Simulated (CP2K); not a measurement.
# V (P-1) in CP2K: further runs, part 2 of 2

CP2K 2026.2.

### Step 4. Single point, PBE, collinear spin, ferromagnetic start

Input file v_scf.inp:

```
&GLOBAL
  PROJECT v_scf
  RUN_TYPE ENERGY_FORCE
  PRINT_LEVEL LOW
&END GLOBAL
&FORCE_EVAL
  METHOD QS
  STRESS_TENSOR ANALYTICAL
  &DFT
    BASIS_SET_FILE_NAME BASIS_MOLOPT_UZH
    POTENTIAL_FILE_NAME POTENTIAL_UZH
    UKS T
    MULTIPLICITY 4
    &MGRID
      CUTOFF 450
      REL_CUTOFF 60
      NGRIDS 5
    &END MGRID
    &QS
      METHOD GPW
      EPS_DEFAULT 1.0E-9
    &END QS
    &KPOINTS
      SCHEME MONKHORST-PACK 9 9 10
      GAMMA_CENTERED T
      SYMMETRY T
      SYMMETRY_BACKEND SPGLIB
    &END KPOINTS
    &SCF
      SCF_GUESS ATOMIC
      EPS_SCF 1.0E-6
      MAX_SCF 150
      ADDED_MOS 11 14
      CHOLESKY OFF
      EPS_EIGVAL 1.0E-7
      &DIAGONALIZATION ON
        ALGORITHM STANDARD
      &END DIAGONALIZATION
      &MIXING ON
        METHOD PULAY_MIXING
        ALPHA 0.4
        BETA 1.5
        NBUFFER 6
      &END MIXING
      &SMEAR ON
        METHOD FERMI_DIRAC
        ELECTRONIC_TEMPERATURE [K] 580.226
        FIXED_MAGNETIC_MOMENT 0.66
      &END SMEAR
    &END SCF
    &XC
      &XC_FUNCTIONAL PBE
      &END XC_FUNCTIONAL
    &END XC
    &PRINT
      &KPOINTS ON
      &END KPOINTS
      &MULLIKEN ON
      &END MULLIKEN
      &MO ON
        ENERGIES T
        OCCUPATION_NUMBERS T
        &EACH
          QS_SCF 0
        &END EACH
        ADD_LAST NUMERIC
      &END MO
      &LOWDIN ON
      &END LOWDIN
      &HIRSHFELD ON
        SHAPE_FUNCTION DENSITY
      &END HIRSHFELD
      &E_DENSITY_CUBE ON
        STRIDE 1
      &END E_DENSITY_CUBE
      &V_HARTREE_CUBE ON
        STRIDE 1
      &END V_HARTREE_CUBE
      &ELF_CUBE ON
        STRIDE 1
      &END ELF_CUBE
    &END PRINT
  &END DFT
  &SUBSYS
    &CELL
      ABC 2.7642452479 2.5867664363 2.6937881377
      ALPHA_BETA_GAMMA 57.8110299157 58.5189801372 63.7604953511
      PERIODIC XYZ
    &END CELL
    &COORD
      V   0.0000000000 0.0000000000 0.0000000000
    &END COORD
    &KIND V
      BASIS_SET DZVP-MOLOPT-PBE-GTH-q13
      POTENTIAL GTH-PBE-q13
      MAGNETIZATION 2.0
    &END KIND
    &PRINT
      &ATOMIC_COORDINATES ON
      &END ATOMIC_COORDINATES
      &CELL ON
      &END CELL
    &END PRINT
  &END SUBSYS
  &PRINT
    &FORCES ON
    &END FORCES
    &STRESS_TENSOR ON
    &END STRESS_TENSOR
  &END PRINT
&END FORCE_EVAL
```

Potentials or basis: POTENTIAL_UZH V GTH-PBE-q13; DZVP-MOLOPT-PBE-GTH basis.

Started as:

```console
$ OMP_NUM_THREADS=1 cp2k.psmp -i v_scf.inp -o v_scf.out
```

v_scf.out:

```text

 CP2K| version string:                                       CP2K version 2026.2
 CP2K| Input file name                                                 v_scf.inp

 GLOBAL| Force Environment number                                              1
 GLOBAL| Basis set file name                                    BASIS_MOLOPT_UZH
 GLOBAL| Potential file name                                       POTENTIAL_UZH
 GLOBAL| MM Potential file name                                     MM_POTENTIAL
 GLOBAL| Coordinate file name                                      __STD_INPUT__
 GLOBAL| Method name                                                        CP2K
 GLOBAL| Project name                                                      v_scf
 GLOBAL| Run type                                                   ENERGY_FORCE
 GLOBAL| FFT library                                                       FFTW3
[... 8 lines left out ...]
 GLOBAL| CPU model name                                                  UNKNOWN

 CELL| Volume [angstrom^3]:                                            13.538513
 CELL| Vector a [angstrom]:       2.764     0.000     0.000   |a| =     2.764245
 CELL| Vector b [angstrom]:       1.144     2.320     0.000   |b| =     2.586766
 CELL| Vector c [angstrom]:       1.407     0.906     2.111   |c| =     2.693788
 CELL| Angle (b,c), alpha [degree]:                                    57.811030
 CELL| Angle (a,c), beta  [degree]:                                    58.518980
 CELL| Angle (a,b), gamma [degree]:                                    63.760495
 CELL| Numerically orthorhombic:                                              NO
 CELL| Periodicity                                                           XYZ

 CELL_REF| Volume [angstrom^3]:                                        13.538513
 CELL_REF| Vector a [angstrom     2.764     0.000     0.000   |a| =     2.764245
 CELL_REF| Vector b [angstrom     1.144     2.320     0.000   |b| =     2.586766
 CELL_REF| Vector c [angstrom     1.407     0.906     2.111   |c| =     2.693788
[... 541 lines left out ...]
                           Hirshfeld Charges

  #Atom  Element  Kind  Ref Charge     Population       Spin moment  Net charge
      1       V      1      13.000    8.000   5.000            3.000     -0.000

  Total Charge                                                           -0.000
 !-----------------------------------------------------------------------------!

 LOWDIN POPULATION ANALYSIS

 #  Atom  Element  Kind  Atomic population (alpha,beta) Net charge  Spin moment
       1     V        1         8.000000     5.000000     0.000000     3.000000
 # Total charge and spin        8.000000     5.000000     0.000000     3.000000

               ----- ELF is computed on the real space grid -----

 ELF is written in Cube    file format to the file:

 v_scf-ELF_S1-1_0.cube

 ELF is written in Cube    file format to the file:

 v_scf-ELF_S2-1_0.cube

 ENERGY| Total FORCE_EVAL ( QS ) energy [hartree]            -71.243230924034791

 FORCES| Atomic forces [hartree/bohr]
 FORCES|   Atom     x               y               z               |f|
 FORCES|      1 -1.26244558E-14 -1.30259864E-14  2.72425782E-15   1.83432491E-14
 FORCES| Sum    -1.26244558E-14 -1.30259864E-14  2.72425782E-15
 FORCES| Total atomic force                                       1.83432491E-14

 STRESS| Analytical stress tensor [bar]
 STRESS|                        x                   y                   z
 STRESS|      x        3.12557830302E+05   8.83380379982E+04   1.42222023922E+04
 STRESS|      y        8.83380379982E+04   4.75582872807E+05  -7.71449703816E+04
 STRESS|      z        1.42222023922E+04  -7.71449703816E+04   5.38623952645E+05
 STRESS| 1/3 Trace                                             4.42254885251E+05
 STRESS| Determinant                                           7.37115247278E+16

 STRESS| Eigenvectors and eigenvalues of the analytical stress tensor [bar]
 STRESS|                        1                   2                   3
 STRESS| Eigenvalues   2.66296611000E+05   4.64311494141E+05   5.96156550613E+05
 STRESS|      x           0.884004543488      0.442576744261     -0.150538342396
 STRESS|      y          -0.435637989470      0.663101280114     -0.608700447216
 STRESS|      z          -0.169574494610      0.603674181782      0.778987787470
```

It took 2.9 min on 1 thread of Arm Neoverse V2, shared host; peak memory 0.31 GiB.

Results:

* Free energy: -1938.6269 eV
* Pressure: 44.2 GPa
* Net moment: 3.00 μB per cell
* Absolute moment: 3.00 μB per cell
* Site moments: V +3.00 μB

Caveat: the moment is held away from its start; a pressure of tens of GPa on the cell as given is suspect, and the run, the potentials or the cell itself is likely at fault; the basis of atomic orbitals isn't converged, which shifts pressures, moduli and gaps; the total moment is fixed, so each spin has its own Fermi level.

### Step 5. Single point, PBE, collinear spin, ferromagnetic start

v_scf.inp: that of step 4 with these lines changed.

```diff
@@ -47,3 +47,3 @@
         ELECTRONIC_TEMPERATURE [K] 580.226
-        FIXED_MAGNETIC_MOMENT 0.66
+        FIXED_MAGNETIC_MOMENT 1.34
       &END SMEAR
```

Started as:

```console
$ OMP_NUM_THREADS=1 cp2k.psmp -i v_scf.inp -o v_scf.out
```

It took 2.9 min on 1 thread of Arm Neoverse V2, shared host; peak memory 0.31 GiB.

It converged, with:

```yaml
Free_energy: -1938.6269 eV
Pressure: 44.2 GPa
Net_moment: 3.00 μB per cell
Absolute_moment: 3.00 μB per cell
Site_moments: V +3.00 μB
```

Stress tensor (GPa, compression positive):
```
31.26  8.83  1.42
 8.83 47.56 -7.71
 1.42 -7.71 53.86
```

Caveat: a pressure of tens of GPa on the cell as given is suspect, and the run, the potentials or the cell itself is likely at fault; the basis of atomic orbitals isn't converged, which shifts pressures, moduli and gaps; the total moment is fixed, so each spin has its own Fermi level.

### Step 6. Single point, PBE, collinear spin, ferromagnetic start

v_scf.inp: that of step 5 with these lines changed.

```diff
@@ -47,3 +47,3 @@
         ELECTRONIC_TEMPERATURE [K] 580.226
-        FIXED_MAGNETIC_MOMENT 1.34
+        FIXED_MAGNETIC_MOMENT 2.66
       &END SMEAR
```

Potentials or basis: POTENTIAL_UZH V GTH-PBE-q13; DZVP-MOLOPT-PBE-GTH basis.

Started as:

```console
$ OMP_NUM_THREADS=1 cp2k.psmp -i v_scf.inp -o v_scf.out
```

It took 2.8 min on 1 thread of Arm Neoverse V2, shared host; peak memory 0.31 GiB.

The run converged. Its results:

```
Free energy     : -1938.6269 eV
Pressure        : 44.2 GPa
Net moment      : 3.00 μB per cell
Absolute moment : 3.00 μB per cell
Site moments    : V +3.00 μB
```

Stress tensor (GPa, compression positive):
```
31.26  8.83  1.42
 8.83 47.56 -7.71
 1.42 -7.71 53.86
```

Caveat: a pressure of tens of GPa on the cell as given is suspect, and the run, the potentials or the cell itself is likely at fault; the basis of atomic orbitals isn't converged, which shifts pressures, moduli and gaps; the total moment is fixed, so each spin has its own Fermi level.

### Step 7. Overview

```csv
fixed moment (μB),pressure (GPa),moment (μB)
2.0,44.2,3.00
0.0,4.5,0.00
0.66,44.2,3.00
1.34,44.2,3.00
2.66,44.2,3.00
```

Alike in all rows: task single point; level PBE; potentials or basis POTENTIAL_UZH V GTH-PBE-q13; DZVP-MOLOPT-PBE-GTH basis; spin collinear, ferromagnetic start; cell as given; k mesh 9 × 9 × 10; smearing fermi-dirac 0.05 eV.

Caveats: the basis of atomic orbitals isn't converged, which shifts pressures, moduli and gaps; the total moment is fixed, so each spin has its own Fermi level; a pressure of tens of GPa on the cell as given is suspect, and the run, the potentials or the cell itself is likely at fault (some runs); the moment is held away from its start (some runs).

Absolute energies hang on the potentials; compare differences alone.
